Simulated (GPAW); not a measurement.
Consider SiC (Moissanite 3C, F-43m).

```xyz
2
Lattice="0.0000 2.1790 2.1790 2.1790 0.0000 2.1790 2.1790 2.1790 0.0000" Properties=species:S:1:pos:R:3 pbc="T T T"
Si    0.0000    0.0000    0.0000
C     3.2685    3.2685    3.2685
```

Absorber: atom 2, with 4 Si at 1.89 Å (tetrahedral, site symmetry -43m). Method: GPAW, PBE, full core hole (charged cell), 16-atom cell with 6.2 Å between holes, 5×5×5 k points, dipole transitions, Gaussian full width 0.9 eV up to 4 eV, rising linearly to 3.5 eV at 25 eV.

Q: What does the C K edge look like?

Main maxima up to 24 eV above the zero (height): 3.2 eV (1.27), 6.1 eV (1.99), 8.4 eV (2.23), 11.4 eV (1.31) and 19.4 eV (1.13). A K edge sees empty p states on the absorber. The total-energy difference plus the lowest empty eigenvalue puts the zero at 288.92 eV. One term is added: -6.71 eV, since the hole is spin-paired here and a spin-polarised one costs that much less in the free atom (computed apart). The photon energy is then 282.21 eV. The functional and the charged cell's background leave an error of a few eV in such absolute values.

The C K spectrum (energy from the lowest empty level; intensity scaled to a mean of 1 over the first 20 eV):

```csv
E (eV),intensity
-2.00,0.00
-1.25,0.00
-0.50,0.00
0.25,0.02
1.00,0.10
1.75,0.36
2.50,0.84
3.25,1.27
4.00,1.13
4.75,1.01
5.50,1.69
6.25,1.97
7.00,1.83
7.75,2.04
8.50,2.21
9.25,1.73
10.00,1.19
10.75,1.15
11.50,1.31
12.25,0.98
13.00,0.49
13.75,0.27
14.50,0.28
15.25,0.35
16.00,0.38
16.75,0.45
17.50,0.61
18.25,0.88
19.00,1.10
19.75,1.11
20.50,0.97
21.25,0.82
22.00,0.75
22.75,0.73
23.50,0.70
24.25,0.64
25.00,0.58
25.75,0.54
26.50,0.54
```

The holes are only 6.2 Å apart, so the shape is probably not converged with cell size; no larger cell was run here. The mesh is coarse (0.25 Å⁻¹ between points), so small maxima may be mesh ripples. The structure is a published determination, not relaxed.

[Banner, clock and machine lines of the logs are left out without a mark of their own.]

[Logs are printed without paths, hosts, clocks, repeated set-up lines and the standing remarks that a program may print on its own settings, such as how far it seeks lower states.]

[Hosts, paths, dates, database ids (printed as entryN), source tags and the programs' standing remarks are cut or masked in the printed files.]

[Lists of maxima count a maximum above −3 eV only where it reaches 4 % of the highest in the window and stands out from its surroundings by 2 % of it (1.5 % where it reaches 55 %); shoulders and weaker maxima are passed over, and of the rest the first, up to two pre-edge ones and the few strongest are named.]
